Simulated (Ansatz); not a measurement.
## Cu₂O — quadrupolar parameters

The cell is an entry of the Crystallography Open Database (COD) whose atoms were relaxed with PBE, the cell held.

Space group Pn-3m:1 (No. 224); a = 4.2600 Å.

| site | Wyckoff | site symmetry | x | y | z |
| --- | --- | --- | --- | --- | --- |
| Cu | 4b | .-3m | 0.2500 | 0.2500 | 0.2500 |
| O | 2a | -43m | 0.0000 | 0.0000 | 0.0000 |

One atom of each set is listed.

Level of theory: DFT, LDA, plane waves and PAW, scalar-relativistic, 420 eV cutoff, Γ-centred 7×7×7 k-points, Fermi–Dirac smearing 0.02 eV (Ansatz 0.2.0).

C_Q = eQV_zz/h, which is 24.18 MHz for Q = 1 b and V_zz = 10²¹ V/m²; η = (V_xx − V_yy)/V_zz.

⁶⁵Cu: I = 3/2, Q = -204.0 mb; O-17: I = 5/2, Q = -25.58 mb. Nuclear quadrupole moments: year-2017 set (Pyykkö).

```tsv
site	atoms	first shell	V_zz (10²¹ V/m²)	η	C_Q (MHz)
Cu	4	2 O at 1.84 Å, angle 180°	-4.98	0.00	24.6
O	2	4 Cu at 1.84 Å	0.00	–	0
```

An axis of threefold or higher order runs through Cu, so V_zz lies along it and η is zero. O sits on a cubic site, where every gradient vanishes.

At this cell the LDA pressure is -8 GPa, so with LDA the cell would shrink if it were relaxed. Semilocal functionals underestimate gradients at Cu(I) with two or three neighbours, in Cu₂O by a fifth to nearly a half.

The run took 1.3 s of wall time (3.7 s of CPU time) and 0.51 GiB at its peak, on 4 threads of Intel Xeon 6975P-C (Granite Rapids) (x86_64; 32 cores open to the job, memory cap 10.0 GiB, no GPU), a shared host with a load of 0.3 a core.
